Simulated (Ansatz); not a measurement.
Write the native input for Ansatz 0.2.0 that does the following.

```
Task                : single point
Functional          : LDA
Potentials or basis : all-electron LAPW, scalar-relativistic
Cutoff              : 277 eV (chosen from the basis error)
Basis error allowed : 0.001 eV/atom
k mesh              : 12 × 12 × 12
Occupations         : gaussian, width 0.05 eV
Spin                : no spin polarisation
```

Crystal: Pt.

```xyz
1
Lattice="-1.5842 1.5842 1.5842 1.5842 -1.5842 1.5842 1.5842 1.5842 -1.5842" Properties=species:S:1:pos:R:3 pbc="T T T"
Pt    0.0000    0.0000    0.0000
```

This isn't the form of Pt at room conditions, which is fcc.

The input as run:

input.yaml

```yaml
crystal:
  lattice:
    - [-1.58422, 1.58422, 1.58422]
    - [1.58422, -1.58422, 1.58422]
    - [1.58422, 1.58422, -1.58422]
  atoms:
    - { symbol: Pt, position: [0.0, 0.0, 0.0] }
kpoints:
  mp_grid: { grid: [12, 12, 12] }
scf:
  occupations: { method: gaussian, width: 0.05 }
hamiltonian:
  xc: lda
  pseudopotentials: { kind: all_electron, lapw: { basis_error: 0.001 } }
output:
  forces: true
  stress: true
  eigenvalues: true
```

Potentials or basis: all-electron LAPW, scalar-relativistic.

Launch:

```bash
$ ansatz run input.yaml --threads 1 --pin off --max-ram 3072MiB --backend cpu --events-out ev --progress --plain --runs-dir out
```

It gave:

- Pressure: -16.2 GPa
- Band gap on the k mesh: none (metal or under the smearing width)

Caveat: so large a pressure means that the cell lies far from this level's equilibrium, or that cutoff or potentials fall short.

Run time: 9.7 s on 1 thread of Arm Neoverse V1, on a shared host, peak memory 0.28 GiB.
